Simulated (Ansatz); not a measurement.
Theory: DFT PBE, scalar-relativistic, plane waves, PAW in Ansatz. All cells share a 420 eV cutoff and Γ-centred k meshes spaced at most about 0.3 Å⁻¹ (about 0.25 or finer for metals, 2π included). No spin polarisation.

These are static total energies at zero pressure.

Two forms of Al₇N were relaxed alike.

A.

Space group R-3:H (No. 148). a = 7.584 Å, b = 7.584 Å, c = 7.191 Å, α = 90.00°, β = 90.00°, γ = 120.00°
| atom | site | symmetry | x | y | z |
| --- | --- | --- | --- | --- | --- |
| Al | 18f | 1 | 0.5728 | 0.7128 | 0.4951 |
| Al | 3b | -3. | 0.0000 | 0.0000 | 0.5000 |
| N | 3a | -3. | 0.0000 | 0.0000 | 0.0000 |

B.

Space group R3m:H (No. 160). a = 2.976 Å, b = 2.976 Å, c = 48.726 Å, α = 90.00°, β = 90.00°, γ = 120.00°
| atom | site | symmetry | x | y | z |
| --- | --- | --- | --- | --- | --- |
| Al | 3a | 3m | 0.6667 | 0.3333 | 0.1197 |
| Al | 3a | 3m | 0.0000 | 0.0000 | 0.0729 |
| Al | 3a | 3m | 0.3333 | 0.6667 | 0.0277 |
| Al | 3a | 3m | 0.3333 | 0.6667 | 0.3073 |
| Al | 3a | 3m | 0.6667 | 0.3333 | 0.2581 |
| Al | 3a | 3m | 0.0000 | 0.0000 | 0.2125 |
| Al | 3a | 3m | 0.3333 | 0.6667 | 0.1662 |
| N | 3a | 3m | 0.0000 | 0.0000 | 0.3222 |

Question: Which would you expect to be lower, and how large is the difference?

Answer: B is lower, by 178 meV/atom. A has space group R-3 (No. 148), 14.9 Å³/atom and no gap on its mesh; B has space group R3m (No. 160), 15.6 Å³/atom and no gap. Counting Al atoms around N (those within 1.25 times the shortest such distance or 1.15 times the sum of covalent radii), A has N 6 and B has N 4. The lower one is the more open, so pressure narrows the difference. Both come from invented guesses.

Cells relaxed within their symmetry can be saddle points.

The 178 meV/atom preference for B probably reflects both the local bonding of nitrogen and its distribution through the metal. In B, nitrogen fills tetrahedral sites in a single sheet between close-packed Al layers, much as in a slice of AlN, where four short, polar covalent bonds suit the small nitride ion. The remaining layers keep their fcc-like metallic bonding. In A, nitrogen is dispersed over octahedral interstices of a nearly fcc lattice, so most Al atoms have a nitrogen neighbour and the Al–N bonds are longer. Since coordination and clustering change together, the energy difference can't be assigned to either alone.

The absence of a gap in both forms is expected, because nitrogen can take up only a small share of the aluminium valence electrons. B's layered arrangement suggests a tendency to separate into Al and AlN, the familiar nitride of this system, but the comparison doesn't test either form against that mixture.
